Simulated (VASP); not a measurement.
# BN (F-43m) in VASP: elastic constants with PBE

Aim: the elastic constants of BN with PBE.

Program: VASP 6.6.1. These are calculated values, not measurements. Logs are shortened: lines on timing, memory, paths and dates and some standing lists are left out, and cuts for length are marked.

### 1 The structure

It takes space group F-43m (No. 216, cubic). Conventional cell: a = 3.615 Å, b = 3.615 Å, c = 3.615 Å, α = 90.00°, β = 90.00°, γ = 90.00°. B (site symmetry -43m) is surrounded by 4 N at 1.57 Å. N (site symmetry -43m) has 4 B at 1.57 Å as nearest neighbours.

### 2 Elastic constants, PBE

File POSCAR:

```
BN
1.0
    0.0000000000      1.8075000000      1.8075000000
    1.8075000000      0.0000000000      1.8075000000
    1.8075000000      1.8075000000      0.0000000000
B N
1 1
Direct
    0.0000000000      0.0000000000      0.0000000000
    0.2500000000      0.2500000000      0.2500000000
```

File INCAR.step1:

```
SYSTEM = BN
ALGO     = Normal         ! electronic algorithm
EDIFF    = 1E-8           ! SCF threshold, eV
EDIFFG   = -0.002         ! ionic threshold
ENCUT    = 600            ! plane-wave cutoff, eV
GGA      = PE             ! functional
IBRION   = 2              ! ionic algorithm
ISIF     = 3              ! what is computed and relaxed
ISMEAR   = 0              ! smearing method
LASPH    = .True.         ! aspherical terms in the spheres
LCHARG   = .False.        ! write CHGCAR
LREAL    = .False.        ! projectors in reciprocal space
LWAVE    = .False.        ! write WAVECAR
NELM     = 80             ! most SCF steps
NSW      = 40             ! ionic steps
PREC     = Accurate       ! precision mode
SIGMA    = 0.02           ! smearing width, eV
```

File INCAR.step2:

```
SYSTEM = BN
ALGO     = Normal         ! electronic algorithm
EDIFF    = 1E-8           ! SCF threshold, eV
ENCUT    = 600            ! plane-wave cutoff, eV
GGA      = PE             ! functional
IBRION   = 6              ! ionic algorithm
ISIF     = 3              ! what is computed and relaxed
ISMEAR   = 0              ! smearing method
LASPH    = .True.         ! aspherical terms in the spheres
LCHARG   = .False.        ! write CHGCAR
LREAL    = .False.        ! projectors in reciprocal space
LWAVE    = .False.        ! write WAVECAR
NELM     = 80             ! most SCF steps
NFREE    = 2            
NSW      = 1              ! ionic steps
POTIM    = 0.015          ! step
PREC     = Accurate       ! precision mode
SIGMA    = 0.02           ! smearing width, eV
```

File KPOINTS:

```
k-points
0
Gamma
  12 12 12
  0 0 0
```

Potentials or basis: VASP PAW PBE potentials, release 64 (B, N).

The run is started by

```bash
$ cat potpaw_PBE.64/B/POTCAR potpaw_PBE.64/N/POTCAR > POTCAR
$ cp INCAR.step1 INCAR
$ mpirun -np 1 vasp_std > vasp.out
$ cp CONTCAR POSCAR
$ cp INCAR.step2 INCAR
$ mpirun -np 1 vasp_std > vasp.out
```

OUTCAR:

```text
SYSTEM = BN
   EDIFF = 1E-8
   ENCUT = 600
   GGA = PE
   IBRION = 6
   ISIF = 3
   ISMEAR = 0
   LASPH = .True.
   LREAL = .False.
   NELM = 80
   NFREE = 2
   NSW = 1
   POTIM = 0.015
   PREC = Accurate

 ion  position               nearest neighbor table
   1  0.000  0.000  0.000-   2 1.57   2 1.57   2 1.57   2 1.57
   2  0.250  0.250  0.250-   1 1.57   1 1.57   1 1.57   1 1.57

  LATTYP: Found a face centered cubic cell.
 ALAT       =     3.6245733102

  Lattice vectors:

 A1 = (   0.0000000000,   1.8122866551,   1.8122866551)
 A2 = (   1.8122866551,   0.0000000000,   1.8122866551)
 A3 = (   1.8122866551,   1.8122866551,   0.0000000000)

Analysis of symmetry for initial positions (statically):
=====================================================================
 Subroutine PRICEL returns:
 Original cell was already a primitive cell.

 Routine SETGRP: Setting up the symmetry group for a
 face centered cubic supercell.

 Subroutine GETGRP returns: Found 24 space group operations
 (whereof 24 operations were pure point group operations)
 out of a pool of 48 trial point group operations.

The static configuration has the point symmetry T_d .

Analysis of symmetry for dynamics (positions and initial velocities):
=====================================================================
 Subroutine PRICEL returns:
 Original cell was already a primitive cell.

 Routine SETGRP: Setting up the symmetry group for a
 face centered cubic supercell.

 Subroutine GETGRP returns: Found 24 space group operations
 (whereof 24 operations were pure point group operations)
 out of a pool of 48 trial point group operations.

The dynamic configuration has the point symmetry T_d .

 Subroutine INISYM returns: Found 24 space group operations
 (whereof 24 operations are pure point group operations),
 and found     1 'primitive' translations

----------------------------------------------------------------------------------------

                                     Primitive cell

  volume of cell :      11.9045

  direct lattice vectors                    reciprocal lattice vectors
     0.000000000  1.812286655  1.812286655    -0.275894544  0.275894544  0.275894544
     1.812286655  0.000000000  1.812286655     0.275894544 -0.275894544  0.275894544
     1.812286655  1.812286655  0.000000000     0.275894544  0.275894544 -0.275894544

  length of vectors
     2.562960367  2.562960367  2.562960367     0.477863367  0.477863367  0.477863367

  position of ions in fractional coordinates (direct lattice)
     0.000000000  0.000000000  0.000000000
     0.250000000  0.250000000  0.250000000

  ion indices of the primitive-cell ions
   primitive index   ion index
                 1           1
                 2           2

----------------------------------------------------------------------------------------

 KPOINTS: k-points

Automatic generation of k-mesh.
 Grid dimensions read from file:
 generate k-points for:   12   12   12

 Generating k-lattice:

  Cartesian coordinates                     Fractional coordinates (reciprocal lattice)
    -0.022991212  0.022991212  0.022991212     0.083333333  0.000000000  0.000000000
     0.022991212 -0.022991212  0.022991212     0.000000000  0.083333333  0.000000000
     0.022991212  0.022991212 -0.022991212     0.000000000  0.000000000  0.083333333

  Length of vectors
     0.039821947  0.039821947  0.039821947

  Shift w.r.t. Gamma in fractional coordinates (k-lattice)
     0.000000000  0.000000000  0.000000000

[... 81 lines left out ...]
 finite differences with symmetry
 non-spin polarized calculation
 Gauss-broadening in eV      SIGMA  =   0.02
  energy-cutoff  :      600.00
  volume of cell :       11.90
 maximum number of plane-waves:       415
   NGX = 11   NGY = 11   NGZ = 11

--------------------------------------- Ionic step        1  -------------------------------------------

 number of electron       7.9999999 magnetization

 Free energy of the ion-electron system (eV)
  ---------------------------------------------------
  ext. energy  EPLUGINS =         0.00000000
  ---------------------------------------------------
  free energy    TOTEN  =       -17.45462989 eV

  energy without entropy =      -17.45462989  energy(sigma->0) =      -17.45462989

------------------------ aborting loop because EDIFF is reached ----------------------------------------

  FORCE on cell =-STRESS in cart. coord.  units (eV):
  Direction    XX          YY          ZZ          XY          YZ          ZX
  --------------------------------------------------------------------------------------
  -------------------------------------------------------------------------------------
  Total       -0.0004823     -0.0004823     -0.0004823      0.0000000      0.0000000     -0.0000000
  in kB       -0.0649149     -0.0649149     -0.0649149      0.0000000      0.0000000     -0.0000000
  external PRESSURE =      -0.0649149 kB  Pullay stress =       0.0000000 kB
[... 89 lines left out ...]
  FREE ENERGIE OF THE ION-ELECTRON SYSTEM (eV)
  ---------------------------------------------------
  free  energy   TOTEN  =       -17.4480486768 eV

  energy  without entropy=      -17.4480486768  energy(sigma->0) =      -17.44804868

[... ionic steps 4 to 14 ...]

--------------------------------------- Ionic step       15  -------------------------------------------

 number of electron       7.9999999 magnetization

------------------------ aborting loop because EDIFF is reached ----------------------------------------
[... 67 lines left out ...]
--------------------------------------- Ionic step       17  -------------------------------------------

 number of electron       7.9999999 magnetization

 Free energy of the ion-electron system (eV)
  ---------------------------------------------------
  ext. energy  EPLUGINS =         0.00000000
  ---------------------------------------------------
  free energy    TOTEN  =       -17.45195413 eV

  energy without entropy =      -17.45195413  energy(sigma->0) =      -17.45195413

 E-fermi :   7.6013     XC(G=0): -12.7830

 val. band max:        7.4369164026   @ k =   0.0000   0.0000   0.0000
 cond. band min:      11.7533211484   @ k =   0.5000   0.5000   0.0000
 fundamental gap:      4.3164047458
 Fermi energy:         7.6012819123

 k-point     1 :       0.0000    0.0000    0.0000
  band No.  band energies     occupation
      1     -12.8359      2.00000
      2       7.1685      2.00000
      3       7.3071      2.00000
      4       7.4369      2.00000
      5      15.9812      0.00000
      6      16.0830      0.00000
      7      16.2008      0.00000
      8      17.5276      0.00000
[... 243 lines left out ...]
 k-point    24 :      -0.4167    0.1667    0.0000
  band No.  band energies     occupation
      1      -8.2982      2.00000
      2      -2.6502      2.00000
      3       3.2522      2.00000
      4       4.7458      2.00000
      5      16.5615      0.00000
      6      19.3839      0.00000
      7      19.5908      0.00000
      8      22.9418      0.00000

 [... further k-points ...]

------------------------ aborting loop because EDIFF is reached ----------------------------------------

  FORCE on cell =-STRESS in cart. coord.  units (eV):
  Direction    XX          YY          ZZ          XY          YZ          ZX
  --------------------------------------------------------------------------------------
  -------------------------------------------------------------------------------------
  Total        0.0029704      0.0051251      0.0051251      0.0000000      0.0222025      0.0000000
  in kB        0.3997710      0.6897662      0.6897662      0.0000000      2.9881396      0.0000000
  external PRESSURE =       0.5931011 kB  Pullay stress =       0.0000000 kB
[... 17 lines left out ...]
  FREE ENERGIE OF THE ION-ELECTRON SYSTEM (eV)
  ---------------------------------------------------
  free  energy   TOTEN  =       -17.4519541328 eV

  energy  without entropy=      -17.4519541328  energy(sigma->0) =      -17.45195413

 INTERNAL STRAIN TENSORS FROM STRAINED CELLS
 ============================================

 INTERNAL STRAIN TENSOR FOR ION    1 for displacements in x,y,z  (eV/Angst):
          X           Y           Z          XY          YZ          ZX
  --------------------------------------------------------------------------------
  x    -0.00000     0.00000    -0.00000     0.00000     1.48099    -0.00000
  y     0.00000     0.00000     0.00000     0.00000     0.00000     1.48126
  z     0.00000     0.00000    -0.00000     1.48076    -0.00000    -0.00000

 INTERNAL STRAIN TENSORS FROM DISPLACED ATOMS
 ============================================

 INTERNAL STRAIN TENSOR FOR ION    1 for displacements in x,y,z  (eV/Angst):
          X           Y           Z          XY          YZ          ZX
  --------------------------------------------------------------------------------
  x     0.00000     0.00000     0.00000     0.00000     1.47679     0.00000
  y     0.00000     0.00000     0.00000     0.00000     0.00000     1.47679
  z     0.00000     0.00000     0.00000     1.47679     0.00000     0.00000

 INTERNAL STRAIN TENSOR FOR ION    2 for displacements in x,y,z  (eV/Angst):
          X           Y           Z          XY          YZ          ZX
  --------------------------------------------------------------------------------
  x    -0.00000     0.00000     0.00000     0.00000    -1.48007     0.00000
  y    -0.00000     0.00000    -0.00000     0.00000     0.00000    -1.48007
  z     0.00000     0.00000    -0.00000    -1.48007     0.00000     0.00000

 Eigenvectors and eigenvalues of the dynamical matrix
 ----------------------------------------------------

   1 f  =   30.865065 THz   193.930924 2PiTHz 1029.547753 cm-1   127.647595 meV
             X         Y         Z           dx          dy          dz
      0.000000  0.000000  0.000000     0.000000   -0.000000    0.751206
      0.906143  0.906143  0.906143    -0.000000   -0.000000   -0.660068
[... 21 lines left out ...]
   6 f/i=    0.000845 THz     0.005310 2PiTHz    0.028188 cm-1     0.003495 meV
             X         Y         Z           dx          dy          dz
      0.000000  0.000000  0.000000    -0.313530   -0.375455   -0.443196
      0.906143  0.906143  0.906143    -0.356820   -0.427295   -0.504390

--------------------------------------------------------------------------------------------------------

 ELASTIC MODULI CONTR FROM IONIC RELAXATION (kBar)
 Direction    XX          YY          ZZ          XY          YZ          ZX
 --------------------------------------------------------------------------------
 XX          -0.0000      0.0000      0.0000      0.0000     -0.0000     -0.0000
 YY           0.0000     -0.0000      0.0000      0.0000      0.0000      0.0000
 ZZ           0.0000      0.0000     -0.0000     -0.0000      0.0000     -0.0000
 XY           0.0000      0.0000     -0.0000    -12.3711      0.0000      0.0000
 YZ          -0.0000      0.0000      0.0000      0.0000    -12.3711      0.0000
 ZX          -0.0000      0.0000     -0.0000      0.0000      0.0000    -12.3711
 --------------------------------------------------------------------------------

 TOTAL ELASTIC MODULI (kBar)
 Direction    XX          YY          ZZ          XY          YZ          ZX
 --------------------------------------------------------------------------------
 XX        7798.0381   1701.7215   1701.7215     -0.0000     -0.0000     -0.0000
 YY        1701.7215   7798.0381   1701.7215      0.0000     -0.0000      0.0000
 ZZ        1701.7215   1701.7215   7798.0381     -0.0000      0.0000      0.0000
 XY          -0.0000      0.0000     -0.0000   4437.7475      0.0000      0.0000
 YZ          -0.0000     -0.0000      0.0000      0.0000   4437.7475      0.0000
 ZX          -0.0000      0.0000      0.0000      0.0000      0.0000   4437.7475
 --------------------------------------------------------------------------------
```

It took 4.6 min on 1 thread of Intel Xeon Platinum 8259CL at 2.50GHz (Skylake/Cascade Lake), shared host; peak memory 0.23 GiB.

What came out:

| Item | Value |
| --- | --- |
| Relaxed volume | 5.95 Å³/atom |
| Relaxed cell | a = 2.563 Å, b = 2.563 Å, c = 2.563 Å, α = 60.00°, β = 60.00°, γ = 60.00° |
| Space group after relaxing (to 0.05 Å) | F-43m (No. 216) |
| Elastic constants C11, C12, C44 | 780, 170, 444 GPa |
| Voigt bulk modulus | 373 GPa |
| Highest phonon frequency at Γ, LO-TO splitting left out | 1030 cm⁻¹ |

The path:
| step | energy change (eV) | largest force (eV/Å) | pressure (GPa) | volume (Å³) |
| --- | --- | --- | --- | --- |
| 1 | 0.0000 | 0.0000 | 3.01 | 11.81 |
| 2 | 0.0000 | 0.0000 | -2.96 | 12.00 |
| 3 | -0.0009 | 0.0000 | 0.00 | 11.90 |

Final structure:
```
B N
1.0
     0.00000    1.81229    1.81229
     1.81229    0.00000    1.81229
     1.81229    1.81229    0.00000
B N
1 1
Cartesian
  0.0000 0.0000 0.0000
  0.9061 0.9061 0.9061
```

Phonon frequencies in cm⁻¹ (negative: imaginary):
| q point | frequencies |
| --- | --- |
| (0.000, 0.000, 0.000) | 0 0 0 1030 1030 1030 |

Elastic tensor in Voigt notation (GPa, in the Cartesian axes of the cell as first typed):
```
780 170 170   0   0   0
170 780 170   0   0   0
170 170 780   0   0   0
  0   0   0 444   0   0
  0   0   0   0 444   0
  0   0   0   0   0 444
```

Clamped-ion elastic tensor (GPa):
```
780 170 170   0   0   0
170 780 170   0   0   0
170 170 780   0   0   0
  0   0   0 445   0   0
  0   0   0   0 445   0
  0   0   0   0   0 445
```
